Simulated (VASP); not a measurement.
# MoS2 (R-3m) in VASP: further runs

One crystal, MoS2, is run at these levels: PBE; tasks: single point.

All numbers are computed with VASP 6.6.1; they aren't measurements. Logs are shortened: lines on timing, memory, paths and dates and some standing lists are left out, and cuts for length are marked.

## Step 1: The crystal as given

The structure is trigonal, space group R-3m (No. 166). Conventional cell: a = 3.171 Å, b = 3.171 Å, c = 18.345 Å, α = 90.00°, β = 90.00°, γ = 120.00°. Mo (site symmetry -3m) is surrounded by 6 S at 2.39 Å. Around S (site symmetry 3m) lie 3 Mo at 2.39 Å.

Measurements of this composition are mostly on another form, of space group No. 194.

## Step 2: Single point, PBE, spin-orbit coupling, no magnetisation

File INCAR:

```
PREC = Accurate
ENCUT = 350
EDIFF = 1E-5
ISMEAR = 0
SIGMA = 0.02
LREAL = F
LASPH = T
NELM = 100
ALGO = Normal
ISIF = 2
LWAVE = F
LCHARG = F
MAGMOM = 0 0 0 0 0 0 0 0 0
LORBIT = 11
LSORBIT = T
GGA_COMPAT = F
LMAXMIX = 4
GGA = PE
NBANDS = 42
```

File KPOINTS:

```
regular mesh
0
Gamma
  6 6 6
```

File POSCAR:

```
MoS2
1.0
    1.5855000000      0.9153888518      6.1149966667
   -1.5855000000      0.9153888518      6.1149966667
    0.0000000000     -1.8307777036      6.1149966667
Mo S
1 2
Direct
    0.0000000000      0.0000000000      0.0000000000
    0.2500000000      0.2500000000      0.2500000000
    0.7500000000      0.7500000000      0.7500000000
```

Potentials or basis: VASP PAW PBE potentials, release 64 (Mo_sv, S).

Started as:

```
$ cat potpaw_PBE.64/Mo_sv/POTCAR potpaw_PBE.64/S/POTCAR > POTCAR
$ mpirun -np 1 vasp_ncl > vasp.out
```

OUTCAR:

```text
PREC = Accurate
   ENCUT = 350
   EDIFF = 1E-5
   ISMEAR = 0
   LREAL = F
   LASPH = T
   NELM = 100
   ISIF = 2
   LORBIT = 11
   LSORBIT = T
   GGA = PE

 Found     32 irreducible k-points:

 Following reciprocal coordinates:
            Coordinates               Weight
  0.000000  0.000000  0.000000      1.000000
  0.166667  0.000000  0.000000      6.000000
  0.333333 -0.000000  0.000000      6.000000
  0.500000  0.000000  0.000000      3.000000
  0.166667  0.166667  0.000000      6.000000
  0.333333  0.166667  0.000000     12.000000
   k-points           NKPTS =     32   k-points in BZ     NKDIM =     32   number of bands    NBANDS=     42
   number of dos      NEDOS =    301   number of ions     NIONS =      3
   total plane-waves  NPLWV =  64000
   dimension x,y,z NGX =    40 NGY =   40 NGZ =   40
   dimension x,y,z NGXF=    80 NGYF=   80 NGZF=   80
   ions per type =               1   2
   NGX,Y,Z   is equivalent  to a cutoff of  10.42, 10.42, 10.42 a.u.
   NGXF,Y,Z  is equivalent  to a cutoff of  20.84, 20.84, 20.84 a.u.
 SYSTEM =  unknown system
   PREC   = accura    normal or accurate (medium, high low for compatibility)
   ISTART =      0    job   : 0-new  1-cont  2-samecut
   ICHARG =      2    charge: 1-file 2-atom 10-const
   ISPIN  =      1    spin polarized calculation?
   LNONCOLLINEAR =      T non collinear calculations
   LSORBIT =      T    spin-orbit coupling
   LASPH  =      T    aspherical Exc in radial PAW
   ENCUT  =  350.0 eV  25.72 Ry    5.07 a.u.   9.74  9.74  9.74*2*pi/ulx,y,z
   NELM   =    100;   NELMIN=  2; NELMDL= -5     # of ELM steps
   EDIFF  = 0.1E-04   stopping-criterion for ELM
   LREAL  =      F    real-space projection
   EDIFFG = 0.1E-03   stopping-criterion for IOM
   NSW    =      0    number of steps for IOM
   IBRION =     -1    ionic relax: 0-MD 1-quasi-New 2-CG
   NFREE  =      0    steps in history (QN), initial steepest desc. (CG)
   ISIF   =      2    stress and relaxation
   ISYM   =      2    0-nonsym 1-usesym 2-fastsym
   POTIM  = 0.5000    time-step for ionic-motion
   TEBEG  =    0.0;   TEEND  =   0.0 temperature during run
   PSTRESS=    0.0 pullay stress
   NELECT =      26.0000    total number of electrons
   NUPDOWN=      -1.0000    fix difference up-down
   EMIN   =  10.00;   EMAX   =-10.00  energy-range for DOS
   EFERMI =   0.00;   METHOD = LEGACY
   ISMEAR =     0;   SIGMA  =   0.02  broadening in eV -4-tet -1-fermi 0-gaus
   EFERMI_NEDOS =   21; number of points for ismear=-14 and -15
   IALGO  =     38    algorithm
   IMIX   =      4    mixing-type and parameters
     AMIX     =   0.40;   BMIX     =  1.00
     AMIX_MAG =   1.60;   BMIX_MAG =  1.00
  volume/ion in A,a.u.               =      17.75       119.78
  Fermi-wavevector in a.u.,A,eV,Ry     =   1.289118  2.436081 22.610522  1.661826
[... 295 lines left out ...]
  in kB       61.6509002     61.6509002     97.8197566      0.0000000     -0.0000000      0.0000000
  external PRESSURE =      73.7071856 kB  Pullay stress =       0.0000000 kB

 VOLUME and BASIS-vectors are now :
 -----------------------------------------------------------------------------
  energy-cutoff  :      350.00
  volume of cell :       53.25
      direct lattice vectors                 reciprocal lattice vectors
     1.585500000  0.915388852  6.114996667     0.315357931  0.182071986  0.054510796
    -1.585500000  0.915388852  6.114996667    -0.315357931  0.182071986  0.054510796
     0.000000000 -1.830777704  6.114996667     0.000000000 -0.364143973  0.054510796

 POSITION                                       TOTAL-FORCE (eV/Angst)
 -----------------------------------------------------------------------------------
      0.00000      0.00000      0.00000         0.000000     -0.000000      0.000000
      0.00000      0.00000      4.58625         0.000000      0.000000     -0.935683
      0.00000      0.00000     13.75874         0.000000      0.000000      0.935683
 -----------------------------------------------------------------------------------
    total drift:                                0.000000      0.000000     -0.000000

  FREE ENERGIE OF THE ION-ELECTRON SYSTEM (eV)
  ---------------------------------------------------
  free  energy   TOTEN  =       -21.0652081653 eV

  energy  without entropy=      -21.0650118544  energy(sigma->0) =      -21.06511001

 Spin-Orbit-Coupling matrix elements

 Ion:    1  E_soc:     -0.1940808
 l=   1
     0.0000000    -0.0293265    -0.0292043
    -0.0293265     0.0000000    -0.0293265
    -0.0292043    -0.0293265     0.0000000
 l=   2
     0.0000000    -0.0005239     0.0000000    -0.0005239    -0.0027317
    -0.0005239     0.0000000    -0.0019710    -0.0004136    -0.0005239
     0.0000000    -0.0019710     0.0000000    -0.0019710     0.0000000
    -0.0005239    -0.0004136    -0.0019710     0.0000000    -0.0005239
    -0.0027317    -0.0005239     0.0000000    -0.0005239     0.0000000
 l=   3
     0.0000000     0.0000000     0.0000000     0.0000000     0.0000000     0.0000000     0.0000000
     0.0000000     0.0000000     0.0000000     0.0000000     0.0000000     0.0000000     0.0000000
     0.0000000     0.0000000     0.0000000     0.0000000     0.0000000     0.0000000     0.0000000
     0.0000000     0.0000000     0.0000000     0.0000000     0.0000000     0.0000000     0.0000000
[... 29 lines left out ...]
 l=   2
     0.0000000     0.0000000     0.0000000     0.0000000     0.0000000
     0.0000000     0.0000000     0.0000000     0.0000000     0.0000000
     0.0000000     0.0000000     0.0000000     0.0000000     0.0000000
     0.0000000     0.0000000     0.0000000     0.0000000     0.0000000
     0.0000000     0.0000000     0.0000000     0.0000000     0.0000000
 l=   3
     0.0000000     0.0000000     0.0000000     0.0000000     0.0000000     0.0000000     0.0000000
     0.0000000     0.0000000     0.0000000     0.0000000     0.0000000     0.0000000     0.0000000
     0.0000000     0.0000000     0.0000000     0.0000000     0.0000000     0.0000000     0.0000000
     0.0000000     0.0000000     0.0000000     0.0000000     0.0000000     0.0000000     0.0000000
     0.0000000     0.0000000     0.0000000     0.0000000     0.0000000     0.0000000     0.0000000
     0.0000000     0.0000000     0.0000000     0.0000000     0.0000000     0.0000000     0.0000000
     0.0000000     0.0000000     0.0000000     0.0000000     0.0000000     0.0000000     0.0000000

 total charge

# of ion       s       p       d       tot
------------------------------------------
    1        2.305   6.237   3.950  12.492
    2        1.366   2.347   0.000   3.713
    3        1.366   2.347   0.000   3.713
--------------------------------------------------
tot          5.037  10.931   3.950  19.917

 magnetization (x)

# of ion       s       p       d       tot
------------------------------------------
    1        0.000   0.000   0.000   0.000
    2        0.000  -0.000   0.000  -0.000
    3        0.000  -0.000   0.000  -0.000
--------------------------------------------------
tot          0.000  -0.000   0.000  -0.000

 magnetization (y)

# of ion       s       p       d       tot
------------------------------------------
    1        0.000   0.000   0.000   0.000
    2        0.000   0.000   0.000   0.000
    3        0.000   0.000   0.000   0.000
--------------------------------------------------
tot          0.000   0.000   0.000   0.000

 magnetization (z)

# of ion       s       p       d       tot
------------------------------------------
    1        0.000   0.000   0.000   0.000
    2        0.000   0.000   0.000   0.000
    3        0.000   0.000   0.000   0.000
--------------------------------------------------
tot          0.000   0.000   0.000   0.000
```

OSZICAR:

```text
N       E                     dE             d eps       ncg     rms          rms(c)
DAV:   1     0.161019165176E+03    0.16102E+03   -0.11016E+04  2960   0.869E+02
DAV:   2    -0.150424315651E+02   -0.17606E+03   -0.16828E+03  3310   0.273E+02
DAV:   3    -0.225105734248E+02   -0.74681E+01   -0.73710E+01  3322   0.523E+01
DAV:   4    -0.226139587701E+02   -0.10339E+00   -0.10328E+00  3278   0.646E+00
DAV:   5    -0.226157388319E+02   -0.17801E-02   -0.17797E-02  3318   0.817E-01    0.257E+01
DAV:   6    -0.215050389281E+02    0.11107E+01   -0.50300E+00  2856   0.193E+01    0.971E+00
DAV:   7    -0.212079760532E+02    0.29706E+00   -0.19547E+00  2816   0.118E+01    0.650E+00
DAV:   8    -0.210647780882E+02    0.14320E+00   -0.22942E-01  3050   0.425E+00    0.206E+00
DAV:   9    -0.210671673354E+02   -0.23892E-02   -0.35136E-02  3142   0.114E+00    0.781E-01
DAV:  10    -0.210651246808E+02    0.20427E-02   -0.49550E-03  3020   0.598E-01    0.261E-01
DAV:  11    -0.210652950080E+02   -0.17033E-03   -0.10628E-03  3388   0.203E-01    0.905E-02
DAV:  12    -0.210652053166E+02    0.89691E-04   -0.27997E-04  3010   0.130E-01    0.166E-02
DAV:  13    -0.210652081653E+02   -0.28487E-05   -0.23167E-05  2786   0.296E-02
   1 F= -.21065208E+02 E0= -.21065110E+02  d E =-.196311E-03  mag=    -0.0000    -0.0000     0.0000
```

It took 3 min on 1 thread of Intel Xeon Platinum 8559C (Emerald Rapids), shared host; peak memory 0.47 GiB.

These settings aren't checked as converged: the numbers below hold their error.

What came out:

| Item | Value |
| --- | --- |
| Free energy | -21.0652 eV |
| Pressure | 7.4 GPa |
| Largest force | 0.936 eV/Å |
| Valence electrons inside the program's atomic spheres | Mo 12.49; S 3.71 |

Caveat: the k mesh is coarse (spacing up to 0.39 Å⁻¹), so the values aren't converged; the cell's inner coordinates are idealised or old, which leaves forces on the atoms.

## Step 3: Single point, PBE, spin-orbit coupling, no magnetisation

Changes to INCAR since step 2:

```diff
@@ -2,6 +2,6 @@
 ENCUT = 350
-EDIFF = 1E-5
+EDIFF = 1E-7
 ISMEAR = 0
 SIGMA = 0.02
-LREAL = F
+LREAL = Auto
 LASPH = T
```

KPOINTS is that of step 2.

POSCAR is that of step 2.

Potentials or basis: VASP PAW PBE potentials, release 64 (Mo_sv, S).

Started as:

```
$ cat potpaw_PBE.64/Mo_sv/POTCAR potpaw_PBE.64/S/POTCAR > POTCAR
$ mpirun -np 1 vasp_ncl > vasp.out
```

It took 7.8 min on 1 thread of Intel Xeon Platinum 8559C (Emerald Rapids), shared host; peak memory 0.48 GiB.

The run converged, but some of its settings lie outside the range that counts as converged, so its numbers aren't taken as properties of the crystal.

Results:

```yaml
Free_energy: -21.0662 eV
Pressure: 7.4 GPa
Largest_force: 0.936 eV/Å
Valence_electrons_inside_the_program's_atomic_spheres: Mo 12.49; S 3.71
```

Caveat: the k mesh is coarse (spacing up to 0.39 Å⁻¹), so the values aren't converged; the cell's inner coordinates are idealised or old, which leaves forces on the atoms.

## Step 4: Single point, PBE, spin-orbit coupling, no magnetisation

Changes to INCAR since step 3:

```diff
@@ -4,4 +4,4 @@
 ISMEAR = 0
-SIGMA = 0.02
-LREAL = Auto
+SIGMA = 0.2
+LREAL = F
 LASPH = T
```

KPOINTS is that of step 3.

POSCAR is that of step 3.

Potentials or basis: VASP PAW PBE potentials, release 64 (Mo_sv, S).

Started as:

```
$ cat potpaw_PBE.64/Mo_sv/POTCAR potpaw_PBE.64/S/POTCAR > POTCAR
$ mpirun -np 1 vasp_ncl > vasp.out
```

OUTCAR:

```text
PREC = Accurate
   ENCUT = 350
   EDIFF = 1E-7
   ISMEAR = 0
   LREAL = F
   LASPH = T
   NELM = 100
   ISIF = 2
   LORBIT = 11
   LSORBIT = T
   GGA = PE

 Found     32 irreducible k-points:

 Following reciprocal coordinates:
            Coordinates               Weight
  0.000000  0.000000  0.000000      1.000000
  0.166667  0.000000  0.000000      6.000000
  0.333333 -0.000000  0.000000      6.000000
  0.500000  0.000000  0.000000      3.000000
  0.166667  0.166667  0.000000      6.000000
  0.333333  0.166667  0.000000     12.000000
   k-points           NKPTS =     32   k-points in BZ     NKDIM =     32   number of bands    NBANDS=     42
   number of dos      NEDOS =    301   number of ions     NIONS =      3
   total plane-waves  NPLWV =  64000
[... 413 lines left out ...]
     0.0000000     0.0000000     0.0000000     0.0000000     0.0000000     0.0000000     0.0000000
     0.0000000     0.0000000     0.0000000     0.0000000     0.0000000     0.0000000     0.0000000
     0.0000000     0.0000000     0.0000000     0.0000000     0.0000000     0.0000000     0.0000000
     0.0000000     0.0000000     0.0000000     0.0000000     0.0000000     0.0000000     0.0000000
     0.0000000     0.0000000     0.0000000     0.0000000     0.0000000     0.0000000     0.0000000

 total charge

# of ion       s       p       d       tot
------------------------------------------
    1        2.304   6.237   3.952  12.494
    2        1.367   2.345   0.000   3.712
    3        1.367   2.345   0.000   3.712
--------------------------------------------------
tot          5.037  10.927   3.952  19.917

 magnetization (x)

# of ion       s       p       d       tot
------------------------------------------
    1        0.000  -0.000   0.000  -0.000
    2        0.000   0.000   0.000   0.000
    3        0.000   0.000   0.000   0.000
--------------------------------------------------
tot          0.000   0.000   0.000   0.000

 magnetization (y)

# of ion       s       p       d       tot
------------------------------------------
    1        0.000   0.000   0.000   0.000
    2        0.000   0.000   0.000   0.000
    3        0.000   0.000   0.000   0.000
--------------------------------------------------
tot          0.000   0.000   0.000   0.000

 magnetization (z)

# of ion       s       p       d       tot
------------------------------------------
    1        0.000   0.000   0.000   0.000
    2        0.000   0.000   0.000   0.000
    3        0.000   0.000   0.000   0.000
--------------------------------------------------
tot          0.000   0.000   0.000   0.000
```

OSZICAR:

```text
N       E                     dE             d eps       ncg     rms          rms(c)
DAV:   1     0.161008299322E+03    0.16101E+03   -0.11016E+04  2960   0.869E+02
DAV:   2    -0.150464871343E+02   -0.17605E+03   -0.16836E+03  3310   0.273E+02
DAV:   3    -0.225158452981E+02   -0.74694E+01   -0.73702E+01  3322   0.523E+01
DAV:   4    -0.226192129310E+02   -0.10337E+00   -0.10326E+00  3278   0.646E+00
DAV:   5    -0.226209944866E+02   -0.17816E-02   -0.17812E-02  3318   0.817E-01    0.257E+01
DAV:   6    -0.215206436094E+02    0.11004E+01   -0.50173E+00  2856   0.194E+01    0.974E+00
DAV:   7    -0.212191179548E+02    0.30153E+00   -0.19978E+00  2816   0.119E+01    0.655E+00
DAV:   8    -0.210703842692E+02    0.14873E+00   -0.23560E-01  3032   0.433E+00    0.208E+00
DAV:   9    -0.210728066097E+02   -0.24223E-02   -0.33388E-02  3150   0.110E+00    0.764E-01
DAV:  10    -0.210707874965E+02    0.20191E-02   -0.50745E-03  3010   0.600E-01    0.251E-01
DAV:  11    -0.210709531958E+02   -0.16570E-03   -0.93211E-04  3412   0.185E-01    0.869E-02
DAV:  12    -0.210708635231E+02    0.89673E-04   -0.31837E-04  3024   0.136E-01    0.216E-02
DAV:  13    -0.210708657853E+02   -0.22622E-05   -0.25121E-05  3034   0.354E-02    0.171E-02
DAV:  14    -0.210708718610E+02   -0.60757E-05   -0.89773E-06  2936   0.196E-02    0.585E-03
DAV:  15    -0.210708718263E+02    0.34713E-07   -0.49490E-07  3262   0.562E-03
   1 F= -.21070872E+02 E0= -.21065072E+02  d E =-.115988E-01  mag=    -0.0000     0.0000    -0.0000
```

It took 4 min on 1 thread of Intel Xeon Platinum 8559C (Emerald Rapids), shared host; peak memory 0.48 GiB.

These settings aren't checked as converged: the numbers below hold their error.

Results:

| Item | Value |
| --- | --- |
| Free energy | -21.0709 eV |
| Pressure | 7.3 GPa |
| Largest force | 0.968 eV/Å |
| Valence electrons inside the program's atomic spheres | Mo 12.49; S 3.71 |

Caveat: the k mesh is coarse (spacing up to 0.39 Å⁻¹), so the values aren't converged; the cell's inner coordinates are idealised or old, which leaves forces on the atoms.

## Step 5: Single point, PBE, spin-orbit coupling, no magnetisation

Changes to INCAR since step 4:

```diff
@@ -1,6 +1,6 @@
 PREC = Accurate
-ENCUT = 350
+ENCUT = 300
 EDIFF = 1E-7
 ISMEAR = 0
-SIGMA = 0.2
+SIGMA = 0.02
 LREAL = F
```

File KPOINTS:

```
regular mesh
0
Gamma
  7 7 7
```

POSCAR is that of step 4.

Started as:

```
$ cat potpaw_PBE.64/Mo_sv/POTCAR potpaw_PBE.64/S/POTCAR > POTCAR
$ mpirun -np 1 vasp_ncl > vasp.out
```

It took 3.4 min on 1 thread of Intel Xeon Platinum 8559C (Emerald Rapids), shared host; peak memory 0.41 GiB.

The run converged, but some of its settings lie outside the range that counts as converged, so its numbers aren't taken as properties of the crystal.

Results:

```
Free energy                                           : -21.0205 eV
Pressure                                              : 7.6 GPa
Largest force                                         : 1.029 eV/Å
Valence electrons inside the program's atomic spheres : Mo 12.48; S 3.72
```

Caveat: the cutoff is under 1.25 times the usual one of these potentials, so pressure, stress and relaxed cells hold a basis-set (Pulay) error; the cell's inner coordinates are idealised or old, which leaves forces on the atoms.

## Step 6: Single point, PBE, spin-orbit coupling, no magnetisation

Changes to INCAR since step 5:

```diff
@@ -1,3 +1,3 @@
 PREC = Accurate
-ENCUT = 300
+ENCUT = 350
 EDIFF = 1E-7
```

KPOINTS is that of step 5.

POSCAR is that of step 5.

Potentials or basis: VASP PAW PBE potentials, release 64 (Mo_sv, S).

Started as:

```
$ cat potpaw_PBE.64/Mo_sv/POTCAR potpaw_PBE.64/S/POTCAR > POTCAR
$ mpirun -np 1 vasp_ncl > vasp.out
```

Wall time 6.5 min (1 thread of Intel Xeon Platinum 8559C (Emerald Rapids), shared host); peak memory 0.5 GiB.

The run converged, but some of its settings lie outside the range that counts as converged, so its numbers aren't taken as properties of the crystal.

What came out:

| Property | Result |
| --- | --- |
| Free energy | -21.0246 eV |
| Pressure | 7.6 GPa |
| Largest force | 1.031 eV/Å |
| Valence electrons inside the program's atomic spheres | Mo 12.49; S 3.71 |

Caveat: the cell's inner coordinates are idealised or old, which leaves forces on the atoms.

## Step 7: For comparison

An earlier run on the cell as given: functional PBE; potentials or basis VASP PAW PBE potentials, release 64 (Mo_sv, S); cutoff 520 eV; k mesh 10 × 10 × 10; occupations fermi-dirac, width 0.05 eV; no spin polarisation.

- Pressure: 7.8 GPa
- Largest force: 0.994 eV/Å
- Band gap on the k mesh: none (metal or under the smearing width)
